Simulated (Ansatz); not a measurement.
# Cs on Cu(111): change of the work function, part 3 of 5

Wanted: Δφ(θ) for Cs/Cu(111), starting from the hcp site.

Ansatz 0.2.0; plane-wave DFT, PBE, Ansatz PAW.

So far, work function, upper face (eV): step 2 (the clean slab) 4.82; step 3 (37 atoms, coverage 0.111 ML, cell 3x3) 1.48.

### 4. The covered slab, k-mesh 7×7×1, coverage 0.25 ML

System of this step: Cs/Cu(111). The cell holds 17 atoms: 16 Cu and 1 Cs. Cell: a = 5.105 Å, b = 5.105 Å, c = 27.925 Å, α = 90.0°, β = 90.0°, γ = 60.0°. Vacuum lies along c.

Another coverage, to see how the dipoles act on each other as their distance changes.

File input.yaml:

```yaml
crystal:
  lattice:
    - [5.1053109602, 1.0e-10, 0.0]
    - [2.5526554801, 4.4213289858, 0.0]
    - [0.0, 0.0, 27.9254784184]
  atoms:
    - { symbol: Cu, position: [0.0, 0.0, 0.3222863317] }
    - { symbol: Cu, position: [0.1666666667, 0.1666666667, 0.3969219186] }
    - { symbol: Cu, position: [0.3333333333, 0.3333333333, 0.4719478001] }
    - { symbol: Cu, position: [0.0, 0.0, 0.5465572177] }
    - { symbol: Cu, position: [0.0, 0.5, 0.3222863317] }
    - { symbol: Cu, position: [0.1666666667, 0.6666666667, 0.3969219186] }
    - { symbol: Cu, position: [0.3333333333, 0.8333333333, 0.4719478001] }
    - { symbol: Cu, position: [0.0, 0.5, 0.5465572177] }
    - { symbol: Cu, position: [0.5, 0.0, 0.3222863317] }
    - { symbol: Cu, position: [0.6666666667, 0.1666666667, 0.3969219186] }
    - { symbol: Cu, position: [0.8333333333, 0.3333333333, 0.4719478001] }
    - { symbol: Cu, position: [0.5, 0.0, 0.5465572177] }
    - { symbol: Cu, position: [0.5, 0.5, 0.3222863317] }
    - { symbol: Cu, position: [0.6666666667, 0.6666666667, 0.3969219186] }
    - { symbol: Cu, position: [0.8333333333, 0.8333333333, 0.4719478001] }
    - { symbol: Cu, position: [0.5, 0.5, 0.5465572177] }
    - { symbol: Cs, position: [0.3333333333, 0.3333333333, 0.6777136683] }
kpoints:
  mp_grid: { grid: [7, 7, 1] }
hamiltonian:
  xc: pbe
scf:
  occupations: { method: fermi_dirac, width: 0.1 }
  convergence: { dr2_threshold: 1.0e-08 }
efield:
  axis: 3
  dipole_correction: true
  ramp_position: 0.97
  ramp_width: 0.06
relax:
  f_tol: 0.02
  max_steps: 60
  constraints: [{ sites: [0, 1, 4, 5, 8, 9, 12, 13] }]
output:
  bader: true
  dos: { projected: true, e_range: [-8, 4] }
  write_potential: true
  write_density: true
  volumetric_format: npy
  elf: true
```

Launch:

```sh
$ ansatz run input.yaml --threads 4 --pin off --max-ram 12288MiB --backend cpu --events-out ev --progress --plain --runs-dir out
```

Numbers of over 12 decimals in the logs are rounded to 6 here.

Output:

```text
[...]
Crystal: 17 atoms, lattice volume = 630.341 Å³
Basis set: ecut = 420 eV, 12375 PW (Γ), exchange–correlation on 72×72×384 points (8 copies of the dense FFT grid, shifted against one another)
Bands: 188, of which v1, the nominal top of the filled ones, is band 157 counted from 1 (156 counted from 0)
Symmetry: 6 space group operations
[...]
k-points: 8 of 49 (time reversal used)
[...]
SCF iter   1: F=—  HF=-111670.687544 eV  |F-HF|=—  |Δ(HF+E_count)|=         —  Δρ=2.27e-3  dr2=4.12e-1  ethr=1.77e-3  p=0.308 e·Å  D=8.85e-2 V/Å  ΔV_dip=-2.47 eV  dr2_dipole=1.37e-1  V_vac-E_F(+/−)=2.34/4.81 eV  ⟨swp⟩=7.4  Hψ=6298  notcnv=0  defer=76
[...]
SCF iter  15: F=-111670.694258 eV  HF=-111670.694258 eV  |F-HF|=2.98e-9  |Δ(HF+E_count)|=   4.66e-8  Δρ=1.29e-6  dr2=8.11e-9  ethr=3.19e-12  p=0.322 e·Å  D=9.25e-2 V/Å  ΔV_dip=-2.58 eV  dr2_dipole=1.19e-10  V_vac-E_F(+/−)=2.23/4.82 eV  ⟨swp⟩=15.9  Hψ=11886  notcnv=0
SCF 1 converged in 15 iterations: F = -111670.694258 eV  dr2 = 8.11e-9
[...]
relax step   1: F+E_penalty+E_count = -111670.69425788 eV  Δ(F+E_penalty+E_count) = +0.000e0 eV  max|allowed force component| = 4.430e-1 eV/Å  Δτ_max = 0.0000 Å  (15 SCF iters, accepted)
[...]
SCF iter  12: F=-111670.728573 eV  HF=-111670.728573 eV  |F-HF|=1.22e-9  |Δ(HF+E_count)|=   2.07e-8  Δρ=4.62e-7  dr2=3.15e-9  ethr=3.19e-12  p=0.325 e·Å  D=9.33e-2 V/Å  ΔV_dip=-2.61 eV  dr2_dipole=1.45e-9  V_vac-E_F(+/−)=2.21/4.81 eV  ⟨swp⟩=13.0  Hψ=10307  notcnv=0
SCF 2 converged in 12 iterations: F = -111670.728573 eV  dr2 = 3.15e-9
relax step   2: F+E_penalty+E_count = -111670.72857266 eV  Δ(F+E_penalty+E_count) = -3.431e-2 eV  max|allowed force component| = 4.250e-1 eV/Å  Δτ_max = 0.0767 Å  (12 SCF iters, accepted)
SCF iter   1: F=—  HF=-111670.816510 eV  |F-HF|=—  |Δ(HF+E_count)|=         —  Δρ=2.00e-3  dr2=3.02e-2  ethr=6.99e-5  p=0.325 e·Å  D=9.33e-2 V/Å  ΔV_dip=-2.61 eV  dr2_dipole=1.18e-3  V_vac-E_F(+/−)=2.20/4.81 eV  ⟨swp⟩=6.9  Hψ=3875  notcnv=0  defer=96
[...]
SCF iter  12: F=-111670.810840 eV  HF=-111670.810840 eV  |F-HF|=1.65e-8  |Δ(HF+E_count)|=   2.95e-8  Δρ=1.07e-6  dr2=8.17e-9  ethr=3.19e-12  p=0.336 e·Å  D=9.64e-2 V/Å  ΔV_dip=-2.69 eV  dr2_dipole=8.47e-10  V_vac-E_F(+/−)=2.12/4.81 eV  ⟨swp⟩=12.5  Hψ=11544  notcnv=0
SCF 3 converged in 12 iterations: F = -111670.810840 eV  dr2 = 8.17e-9
relax step   3: F+E_penalty+E_count = -111670.81083953 eV  Δ(F+E_penalty+E_count) = -8.227e-2 eV  max|allowed force component| = 3.170e-1 eV/Å  Δτ_max = 0.1939 Å  (12 SCF iters, accepted)
[...]
relax step   4: F+E_penalty+E_count = -111670.85771530 eV  Δ(F+E_penalty+E_count) = -4.688e-2 eV  max|allowed force component| = 1.310e-1 eV/Å  Δτ_max = 0.1981 Å  (12 SCF iters, accepted)
[...]
relax step   5: F+E_penalty+E_count = -111670.86584133 eV  Δ(F+E_penalty+E_count) = -8.126e-3 eV  max|allowed force component| = 5.554e-2 eV/Å  Δτ_max = 0.0802 Å  (12 SCF iters, accepted)
SCF iter   1: F=—  HF=-111670.866913 eV  |F-HF|=—  |Δ(HF+E_count)|=         —  Δρ=3.75e-4  dr2=1.87e-3  ethr=1.04e-5  p=0.355 e·Å  D=1.02e-1 V/Å  ΔV_dip=-2.84 eV  dr2_dipole=1.87e-4  V_vac-E_F(+/−)=1.97/4.81 eV  ⟨swp⟩=4.8  Hψ=3072  notcnv=0  defer=65
[...]
SCF iter   9: F=-111670.866853 eV  HF=-111670.866853 eV  |F-HF|=1.27e-8  |Δ(HF+E_count)|=   2.62e-9  Δρ=9.74e-7  dr2=6.69e-9  ethr=3.19e-12  p=0.359 e·Å  D=1.03e-1 V/Å  ΔV_dip=-2.87 eV  dr2_dipole=5.86e-10  V_vac-E_F(+/−)=1.94/4.81 eV  ⟨swp⟩=11.1  Hψ=11362  notcnv=0
SCF 6 converged in 9 iterations: F = -111670.866853 eV  dr2 = 6.69e-9
relax step   6: F+E_penalty+E_count = -111670.86685274 eV  Δ(F+E_penalty+E_count) = -1.011e-3 eV  max|allowed force component| = 1.156e-2 eV/Å  Δτ_max = 0.0464 Å  (9 SCF iters, accepted)
[...]
SCF converged after 9 iterations
Free energy (F): -111670.866853 eV
[...]
Internal energy: -111670.692241 eV  (E = F + TS)
E sigma→0 (E₀):  -111670.779547 eV
Entropy (-TS):   -0.174611 eV (-10.271 meV/atom)
Fermi energy:    3.607758 eV
Dipole field:    D = 0.102962 V/Å  (p = 0.358668 e·Å, saw-weighted, corrected)
Work function:   Φ+ = 1.9385 eV   Φ− = 4.8138 eV
[...]
--- Forces (eV/Å), atoms counted from 1 ---
  atom   1  Cu     0.00000000    -0.00000000    -0.00335369
  atom   2  Cu    -0.00316032    -0.00182461    -0.00463951
  atom   3  Cu     0.00000000     0.00000000    -0.00184886
  atom   4  Cu     0.00000000     0.00000000    -0.00541359
  atom   5  Cu     0.00329026    -0.00189963    -0.00002390
  atom   6  Cu    -0.00000000     0.00364923    -0.00463951
  atom   7  Cu    -0.00015917     0.00009190    -0.00109064
  atom   8  Cu    -0.00484772     0.00279883    -0.00072454
  atom   9  Cu    -0.00000000     0.00379926    -0.00002390
  atom  10  Cu     0.00316032    -0.00182461    -0.00463951
  atom  11  Cu     0.00000000    -0.00018379    -0.00109064
  atom  12  Cu     0.00000000    -0.00559766    -0.00072454
  atom  13  Cu    -0.00329026    -0.00189963    -0.00002390
  atom  14  Cu    -0.00000000    -0.00000000     0.01841655
  atom  15  Cu     0.00015917     0.00009190    -0.00109064
  atom  16  Cu     0.00484772     0.00279883    -0.00072454
  atom  17  Cs     0.00000000     0.00000000     0.01155963
  max |Σ_I F_I| component: 7.57e-5 eV/Å
--- Band table (eV; the first three rows and the last of 8) ---
  k-point 0: bands = [... 153 lower, 3.3069, 3.3400, 3.3400, 3.6798, 4.2587, 4.3201, 4.3201, 4.7420, ... 27 higher]
  k-point 1: bands = [... 153 lower, 3.1626, 3.3060, 3.3948, 3.4074, 3.8864, 4.0850, 4.1027, 4.3708, ... 27 higher]
  k-point 2: bands = [... 153 lower, 3.0198, 3.3529, 3.4578, 3.4646, 3.9085, 4.0064, 4.0240, 4.5295, ... 27 higher]
  k-point 7: bands = [... 153 lower, 2.1474, 2.5075, 3.0559, 3.0803, 4.1483, 4.8341, 4.9016, 5.1082, ... 27 higher]
--- Relaxed structure (6 steps of the walk, 6 accepted, 0 SCFs on fresh bases) ---
  F+E_penalty+E_count = -111670.86685274 eV   max|allowed force component| = 1.156e-2 eV/Å
  atoms:
    - { symbol: Cu, position: [1.3061447348317429e-17, 1.3061447348317423e-17, 0.322286] }
    - { symbol: Cu, position: [0.166667, 0.166667, 0.3969219186] }
    - { symbol: Cu, position: [0.333333, 0.333333, 0.471398] }
    - { symbol: Cu, position: [1.3061447348317426e-17, 1.3439534133281995e-17, 0.548425] }
    - { symbol: Cu, position: [0.0, 0.5, 0.322286] }
    - { symbol: Cu, position: [0.166667, 0.666667, 0.3969219186] }
    - { symbol: Cu, position: [0.332220, 0.833890, 0.471521] }
    - { symbol: Cu, position: [-0.00183447, 0.500917, 0.546012] }
    - { symbol: Cu, position: [0.5, 1.3061447349529116e-17, 0.322286] }
    - { symbol: Cu, position: [0.666667, 0.166667, 0.3969219186] }
    - { symbol: Cu, position: [0.833890, 0.332220, 0.471521] }
    - { symbol: Cu, position: [0.500917, -0.00183447, 0.546012] }
    - { symbol: Cu, position: [0.5, 0.500000, 0.322286] }
    - { symbol: Cu, position: [0.666667, 0.666667, 0.3969219186] }
    - { symbol: Cu, position: [0.833890, 0.833890, 0.471521] }
    - { symbol: Cu, position: [0.500917, 0.500917, 0.546012] }
    - { symbol: Cs, position: [0.333333, 0.333333, 0.656397] }
--- Bader charges: 17 sites ---
  site symbol  charge [e]  shift [e]
     0     Cu     -0.0187     0.0002
     1     Cu      0.0196     0.0001
     2     Cu      0.0105     0.0001
     3     Cu     -0.1392     0.0000
     4     Cu     -0.0201     0.0001
     5     Cu      0.0196     0.0001
     6     Cu      0.0110     0.0001
     7     Cu     -0.1299     0.0001
     8     Cu     -0.0201     0.0001
     9     Cu      0.0196     0.0001
    10     Cu      0.0110     0.0001
    11     Cu     -0.1299     0.0001
    12     Cu     -0.0201     0.0001
    13     Cu      0.0219     0.0002
    14     Cu      0.0110     0.0001
    15     Cu     -0.1299     0.0001
    16     Cs      0.4834     0.0000
  estimated error of the sums over rays = 2.9e-4 e
```

Run time: 5.4 min. Hardware: 4 threads of Arm Neoverse V1, shared host; peak memory 2.9 GiB; 21 min of CPU time.

Relaxation path:

| step | energy less that of the first step (eV) | largest force component (eV/Å) |
| --- | --- | --- |
| 1 | 0.0000 | 0.4430 |
| 2 | -0.0343 | 0.4250 |
| 3 | -0.1166 | 0.3170 |
| 4 | -0.1635 | 0.1310 |
| 5 | -0.1716 | 0.0555 |
| 6 | -0.1726 | 0.0116 |

The run keeps the 6 symmetry operations that it works with, so distortions that break them were not tested.

The atoms that moved most (Å):

| atom | dx | dy | dz | length |
| --- | --- | --- | --- | --- |
| Cs17 | 0.000 | 0.000 | -0.595 | 0.595 |
| Cu4 | 0.000 | 0.000 | 0.052 | 0.052 |
| Cu12 | 0.000 | -0.008 | -0.015 | 0.017 |
| Cu8 | -0.007 | 0.004 | -0.015 | 0.017 |
| Cu16 | 0.007 | 0.004 | -0.015 | 0.017 |
| Cu3 | 0.000 | 0.000 | -0.015 | 0.015 |
| Cu7 | -0.004 | 0.002 | -0.012 | 0.013 |
| Cu11 | 0.000 | -0.005 | -0.012 | 0.013 |

Numbers from this step:

```yaml
energy_at_zero_smearing: -111670.7795 eV
work_function_upper_face: 1.938 eV
work_function_lower_face: 4.814 eV
dipole_along_the_normal: 0.3587 e·Å
step_between_the_vacuum_levels: -2.875 eV
```

Running mean over 2.084 Å of the planar mean; the ramp of the sawtooth is left out. The electron's electrostatic potential energy less the Fermi level by z:

| z (Å) | electron's electrostatic potential energy less the Fermi level (eV) |
| --- | --- |
| 3.5 | 4.81 |
| 4.0 | 4.81 |
| 4.5 | 4.81 |
| 5.0 | 4.81 |
| 5.5 | 4.80 |
| 6.0 | 4.76 |
| 6.5 | 4.62 |
| 7.0 | 4.13 |
| 7.5 | 2.02 |
| 8.0 | -2.72 |
| 8.5 | -7.07 |
| 9.0 | -8.52 |
| 9.5 | -8.72 |
| 10.0 | -8.76 |
| 10.5 | -8.80 |
| 11.0 | -8.82 |
| 11.5 | -8.82 |
| 12.0 | -8.81 |
| 12.5 | -8.81 |
| 13.0 | -8.81 |
| 13.5 | -8.78 |
| 14.0 | -8.67 |
| 14.5 | -8.65 |
| 15.0 | -8.66 |
| 15.5 | -8.25 |
| 16.0 | -5.80 |
| 16.5 | -1.76 |
| 17.0 | 0.0770 |
| 17.5 | -1.05 |
| 18.0 | -2.59 |
| 18.5 | -3.18 |
| 19.0 | -2.48 |
| 19.5 | -1.15 |
| 20.0 | 0.227 |
| 20.5 | 1.12 |
| 21.0 | 1.50 |
| 21.5 | 1.70 |
| 22.0 | 1.81 |
| 22.5 | 1.87 |
| 23.0 | 1.90 |
| 23.5 | 1.92 |
| 24.0 | 1.93 |
| 24.5 | 1.93 |

The density of states has structure finer than the step of the table below, so its rows give means over 0.25 eV, whole bins alone (the curve runs from -8 to 1.98 eV). Peaks (eV: height): -3.160: 76.5, -2.860: 121, -2.740: 91.6, -2.350: 87.6, -2.080: 113, -1.950: 85.9, -1.590: 109.

Table of density of states by energy, zero at the Fermi level; means over each step:

| energy (eV) | density of states (states/eV a cell) |
| --- | --- |
| -7.75 | 1.06 |
| -7.50 | 2.10 |
| -7.25 | 2.03 |
| -7.00 | 1.99 |
| -6.75 | 2.96 |
| -6.50 | 1.27 |
| -6.25 | 1.55 |
| -6.00 | 5.24 |
| -5.75 | 3.99 |
| -5.50 | 2.44 |
| -5.25 | 7.32 |
| -5.00 | 7.55 |
| -4.75 | 15.4 |
| -4.50 | 15.8 |
| -4.25 | 28.4 |
| -4.00 | 30.2 |
| -3.75 | 32.0 |
| -3.50 | 33.4 |
| -3.25 | 40.5 |
| -3.00 | 58.5 |
| -2.75 | 76.8 |
| -2.50 | 41.6 |
| -2.25 | 52.9 |
| -2.00 | 74.9 |
| -1.75 | 65.0 |
| -1.50 | 60.1 |
| -1.25 | 8.40 |
| -1.00 | 5.56 |
| -0.75 | 5.06 |
| -0.50 | 7.92 |
| -0.25 | 6.83 |
| 0.00 | 4.63 |
| 0.25 | 3.36 |
| 0.50 | 12.8 |
| 0.75 | 5.08 |
| 1.00 | 4.06 |
| 1.25 | 8.98 |
| 1.50 | 10.5 |
| 1.75 | 6.55 |

Projected DOS per atom over height of the atomic layer and energy from the Fermi level. Layers: Cu4 Cu4 Cu4 Cu4 Cs from below.

Values in states/eV, 22 rows by 5 columns, each cell a mean:
```
0.17 0.14 0.12 0.15 0.14
0.17 0.25 0.24 0.14 0.38
0.11 0.12 0.11 0.11 0.68
0.39 0.28 0.28 0.38 0.81
0.19 0.23 0.24 0.19 0.61
0.43 0.33 0.34 0.41 0.36
0.31 0.29 0.30 0.30 0.15
2.76 2.52 2.24 1.83 0.15
5.07 3.75 4.01 4.81 0.12
3.46 2.61 2.74 3.52 0.14
4.90 3.61 3.49 4.99 0.06
2.16 2.83 2.95 2.82 0.03
1.74 2.11 2.04 1.98 0.01
1.19 2.41 2.38 1.32 0.01
0.61 1.33 1.33 0.66 0.02
0.40 0.63 0.63 0.42 0.03
0.18 0.22 0.22 0.19 0.02
0.22 0.28 0.29 0.23 0.03
0.06 0.11 0.11 0.07 0.01
0.12 0.18 0.18 0.12 0.02
0.10 0.17 0.16 0.10 0.02
0.04 0.11 0.11 0.04 0.01
```
Columns: height of the atomic layer (Å) from 9 to 18.3 (not evenly spaced); rows upwards: energy from the Fermi level (eV) from -7.96 to 1.95.

Valence density in the ca plane at fractional y = 0.332, with atoms of Cu and Cs within 0.2 Å of it. It is the smooth field of the valence electrons, not physical close to the nuclei.

Values in e/Å³, 8 rows by 16 columns, each cell a mean:
```
 0  0  0  1 12  1  0  0  0  0  0  0  0  0  0  0
 0  0  0  1 23  1  0  0  0  0  0  0  0  0  0  0
 1  0  1  0  1  0  1  0  0  0  0  0  0  0  0  0
 1  0  1  0  0  0  1  0  0  1  0  0  0  0  0  0
 0  0  0  1 12  1  0  0  0  1  1  0  0  0  0  0
 0  0  0  1 23  1  0  0  0  1  1  0  0  0  0  0
 1  0  1  0  1  0  1  0  0  1  0  0  0  0  0  0
 1  0  1  0  0  0  1  0  0  0  0  0  0  0  0  0
```
Columns run along c (16.0 Å, from fractional 0.32 to 0.89 of the cell), rows up along a (5.1 Å). Atoms in or near the plane, at fractional coordinates: Cu at (0.47, 0.33), Cu at (0.47, 0.83), Cs at (0.66, 0.33).

ELF in the ca plane at fractional y = 0.332, with atoms of Cu and Cs within 0.2 Å of it. It is the smooth field of the valence electrons, not physical close to the nuclei.

Ten even steps from '0' (0.01) to '9' (0.88), each cell a mean:
```
22222112221232122222222100000000011211000000
22222223322684223323332100000000122211000000
32222223322684223333332100000000122211000000
22222222221332122222222100000000012211000000
11122121222121221111221002332100001111000000
22121122122222221221221137886410000111000000
21122121122111221121210389999741000111000000
22222112221232122222211698789962000011000000
22222223322684223333312894029973100011000000
32222223322684223333312894028973100011000000
22222222221332122222211698679963000011000000
11122121222121221111211389999841000111000000
22121122122222221221221147887520000111000000
21122121122111221121221012443100001111000000
```
Columns run along c (16.0 Å, from fractional 0.32 to 0.89 of the cell), rows up along a (5.1 Å). Atoms in or near the plane, at fractional coordinates: Cu at (0.47, 0.33), Cu at (0.47, 0.83), Cs at (0.66, 0.33).

Electrostatic potential energy in the ca plane at fractional y = 0.332, with atoms of Cu and Cs within 0.2 Å of it. With pseudopotentials it is smooth inside the atoms' cores, unlike the true potential.

Values in eV, 8 rows by 16 columns, each cell a mean:
```
  2   5   2  -4 -32  -4   2   6   6   5   5   6   6   6   6   7
  4   5   3  -7 -35  -7   4   6   7   5   5   6   6   6   6   7
 -7   2  -8   2 -11   2  -6   4   6   3   4   5   6   6   6   7
-12   0 -13   3  -1   3 -12   2   2 -10  -3   5   6   6   6   7
  2   5   2  -4 -32  -4   2   5  -6 -22 -15   4   6   6   6   7
  4   5   3  -7 -35  -6   4   5  -8 -21 -17   3   6   6   6   7
 -7   2  -8   2 -11   2  -6   3   0 -18  -8   4   6   6   6   7
-12   0 -13   3  -1   3 -12   3   5   1   3   5   6   6   6   7
```
Columns run along c (16.0 Å, from fractional 0.32 to 0.89 of the cell; values clipped at the 3rd and 97th percentile), rows up along a (5.1 Å). Atoms in or near the plane, at fractional coordinates: Cu at (0.47, 0.33), Cu at (0.47, 0.83), Cs at (0.66, 0.33).

The relaxation took 6 steps and lowered the energy by 0.17 eV; the largest force on the free atoms ends at 0.012 eV/Å.

By hand: a sheet of dipoles makes a step −p/(ε₀A) in the electron's potential. With e/ε₀ = 180.95 V·Å, p = 0.3587 e·Å and A = 22.57 Å², that is −180.95 × (0.3587) / 22.57 = -2.875 eV, and the two vacuum levels of the run differ by -2.875 eV.

The covered face has 1.94 eV, -2.88 eV against the clean one; the bare back face has moved by -0.01 eV, a measure of how thin the slab is.

### 5. Work function against coverage

This step: plane-wave DFT, PBE, Ansatz PAW; work function against coverage (Ansatz 0.2.0).

The runs are now put side by side.

Numbers from this step:

```
work function of the clean face     : 4.820 eV
largest change of the work function : -3.342 eV
```

Table of work function of the covered face by coverage:

| coverage (adsorbates/nm²) | work function of the covered face (eV) |
| --- | --- |
| 0.00 | 4.82 |
| 1.97 | 1.48 |
| 4.43 | 1.94 |

The dipole per adsorbate comes from the change of the cell's dipole. Coverage, by row:

| coverage (1/nm²) | coverage (ML) | work function (eV) | change (eV) | dipole per adsorbate, positive end outwards (debye) | mean height of the added atoms over the highest substrate atom (Å) |
| --- | --- | --- | --- | --- | --- |
| 1.969 | 0.1111 | 1.478 | -3.342 | 4.523 | 2.996 |
| 4.43 | 0.25 | 1.938 | -2.882 | 1.723 | 3.015 |

(Continued in part 4 of 5.)

[Logs are printed without paths, hosts, clocks, repeated set-up lines and the standing remarks that a program may print on its own settings, such as how far it seeks lower states.]

[Hosts, paths, dates, database ids (printed as entryN), source tags and the programs' standing remarks are cut or masked in the printed files.]

[Maps of the electrostatic potential energy from Ansatz leave out the sawtooth potential of an applied field or a dipole correction, so their vacuum need not be flat; planar profiles and work functions include it.]

[The density of states shown here was stored with 400 of the rows of the run's finer table, so its peaks can read low, often by over a quarter, or be missed, and its means over a window can be off by a tenth or more.]
